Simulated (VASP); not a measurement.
CdS in VASP 6.6.1, single-point calculation

INCAR

```
NBANDS = 11
ISIF = 2
NELM = 78
LCHARG = .FALSE.
EDIFF = 1E-7
ENCUT = 520
IBRION = -1
LWAVE = .FALSE.
NSW = 0
GGA = RP
LASPH = .TRUE.
ISMEAR = -1
SIGMA = 0.02
LREAL = .FALSE.
PREC = Accurate
```

KPOINTS

```
KPOINTS created by Atomic Simulation Environment
0
Gamma
8 8 8
0 0 0
```

POSCAR

```
Cd S
 1.0000000000000000
     0.0000000000000000    2.9098226945999999    2.9816746224999999
     2.9098226945999999    0.0000000000000000    2.9816746224999999
     2.9098226945999999    2.9098226945999999    0.0000000000000000
 Cd  S
   1   1
Cartesian
  0.0000000000000000  0.0000000000000000  0.0000000000000000
  1.4549113472999999  1.4549113472999999  1.4908373112500000
```

The recommended PBE PAW datasets give the neutral cell 18 valence electrons.

Command

```
mpirun -np 1 vasp_std
```

OSZICAR

```
N       E                     dE             d eps       ncg     rms          rms(c)
DAV:   1     0.113997627696E+03    0.11400E+03   -0.92316E+03  1330   0.149E+03
DAV:   2     0.220319299670E+00   -0.11378E+03   -0.11021E+03  1391   0.338E+02
DAV:   3    -0.594788994579E+01   -0.61682E+01   -0.61435E+01  1493   0.787E+01
DAV:   4    -0.601716659749E+01   -0.69277E-01   -0.69245E-01  1478   0.805E+00
DAV:   5    -0.601814523774E+01   -0.97864E-03   -0.97854E-03  1537   0.969E-01    0.834E+00
DAV:   6    -0.548839243160E+01    0.52975E+00   -0.12899E+00  1821   0.159E+01    0.659E+00
DAV:   7    -0.547233198729E+01    0.16060E-01   -0.26344E-01  1412   0.449E+00    0.335E+00
DAV:   8    -0.547658250490E+01   -0.42505E-02   -0.29221E-02  1394   0.296E+00    0.377E-01
DAV:   9    -0.547666088317E+01   -0.78378E-04   -0.46220E-03  1454   0.126E+00    0.116E-01
DAV:  10    -0.547707245223E+01   -0.41157E-03   -0.58320E-04  1334   0.282E-01    0.902E-02
DAV:  11    -0.547732928764E+01   -0.25684E-03   -0.66623E-04  1376   0.298E-01    0.301E-02
DAV:  12    -0.547728940675E+01    0.39881E-04   -0.17774E-04  1783   0.226E-01    0.175E-02
DAV:  13    -0.547729528940E+01   -0.58826E-05   -0.18354E-05  1388   0.348E-02    0.925E-03
DAV:  14    -0.547729522169E+01    0.67710E-07   -0.29619E-06  1388   0.164E-02    0.804E-03
DAV:  15    -0.547729504136E+01    0.18033E-06   -0.56374E-07  1508   0.630E-03    0.128E-03
DAV:  16    -0.547729504601E+01   -0.46566E-08   -0.25113E-08   859   0.178E-03
   1 F= -.54772950E+01 E0= -.54772950E+01  d E =-.525082E-11
```

From OUTCAR

```
k-points           NKPTS =     59   k-points in BZ     NKDIM =     59   number of bands    NBANDS=     11

   NELECT =      18.0000    total number of electrons

   dimension x,y,z NGX =    32 NGY =   32 NGZ =   32
   dimension x,y,z NGXF=    64 NGYF=   64 NGZF=   64

  energy-cutoff  :      520.00
  volume of cell :       50.49
      direct lattice vectors                 reciprocal lattice vectors
     0.000000000  2.909822695  2.981674622    -0.171831775  0.171831775  0.167691000
     2.909822695  0.000000000  2.981674622     0.171831775 -0.171831775  0.167691000
     2.909822695  2.909822695  0.000000000     0.171831775  0.171831775 -0.167691000

 k-points in reciprocal lattice and weights: KPOINTS created by Atomic Simulation Env
   0.00000000  0.00000000  0.00000000       0.002
   0.12500000  0.00000000  0.00000000       0.016
   0.25000000  0.00000000  0.00000000       0.016
   0.37500000 -0.00000000  0.00000000       0.016
   0.50000000  0.00000000  0.00000000       0.008
   0.12500000  0.12500000  0.00000000       0.004
   0.25000000  0.12500000  0.00000000       0.016
   0.37500000  0.12500000  0.00000000       0.016
   ...

 E-fermi :   1.7154

 k-point     1 :       0.0000    0.0000    0.0000
  band No.  band energies     occupation
      1     -10.9529      2.00000
      2      -6.3898      2.00000
      3      -6.3745      2.00000
      4      -6.3745      2.00000
      5      -5.9314      2.00000
      6      -5.9236      2.00000
      7       1.2350      2.00000
      8       1.3094      2.00000
      9       1.3094      2.00000
     10       2.5788      0.00000
     11       7.9189      0.00000

 k-point     2 :       0.1250    0.0000    0.0000
  band No.  band energies     occupation
      1     -10.8944      2.00000
      2      -6.3647      2.00000
      3      -6.3531      2.00000
      4      -6.3239      2.00000
      5      -5.9312      2.00000
      6      -5.9254      2.00000
      7       0.3106      2.00000
      8       1.1408      2.00000
      9       1.1969      2.00000
     10       3.3787      0.00000
     11       7.6771      0.00000

 k-point     3 :       0.2500    0.0000    0.0000
  band No.  band energies     occupation
      1     -10.7528      2.00000
      2      -6.3184      2.00000
      3      -6.3062      2.00000
      4      -6.1346      2.00000
      5      -5.9229      2.00000
      6      -5.9225      2.00000
      7      -1.1192      2.00000
      8       0.8693      2.00000
      9       0.9432      2.00000
     10       4.1717      0.00000
     11       7.7019      0.00000

 k-point     4 :       0.3750   -0.0000    0.0000
  band No.  band energies     occupation
      1     -10.6115      2.00000
      2      -6.2838      2.00000
      3      -6.2691      2.00000
      4      -5.9076      2.00000
      5      -5.9020      2.00000
      6      -5.7939      2.00000
      7      -2.3744      2.00000
      8       0.6179      2.00000
      9       0.7084      2.00000
     10       4.3989      0.00000
     11       8.3092      0.00000

 k-point     5 :       0.5000    0.0000    0.0000
  band No.  band energies     occupation
      1     -10.5535      2.00000
      2      -6.2734      2.00000
      3      -6.2575      2.00000
      4      -5.8967      2.00000
      5      -5.8867      2.00000
      6      -5.5591      2.00000
      7      -2.9464      2.00000
      8       0.5181      2.00000
      9       0.6154      2.00000
     10       4.4071      0.00000
     11       8.2979      0.00000

 ...

  Total        1.3742174      1.3742174      1.2456374      0.0000000     -0.0000000      0.0000000
  in kB       43.6056467     43.6056467     39.5256416      0.0000000     -0.0000000      0.0000000
  external PRESSURE =      42.2456450 kB  Pullay stress =       0.0000000 kB

 POSITION                                       TOTAL-FORCE (eV/Angst)
 -----------------------------------------------------------------------------------
      0.00000      0.00000      0.00000        -0.000000     -0.000000      0.000000
      1.45491      1.45491      1.49084         0.000000      0.000000      0.000000
 -----------------------------------------------------------------------------------
    total drift:                               -0.000001     -0.000001     -0.000001

  FREE ENERGIE OF THE ION-ELECTRON SYSTEM (eV)
  ---------------------------------------------------
  free  energy   TOTEN  =        -5.4772950460 eV

  energy  without entropy=       -5.4772950460  energy(sigma->0) =       -5.47729505
```

It converged. Results: gap between bands v and c on the k mesh 1.27 eV; least direct gap on the k mesh 1.27 eV; pressure 4.2 GPa. Band v is the last that the valence electrons fill when counted band by band, and c is the next.

For comparison, a separate PBE run of the intended cell, on usual settings and not on those above, gives a gap of 1.09 eV on its mesh and a pressure of 2.0 GPa.

The run above took about 36 s on one core of a shared host (Intel Xeon Platinum 8488C) and held 0.19 GiB at most.
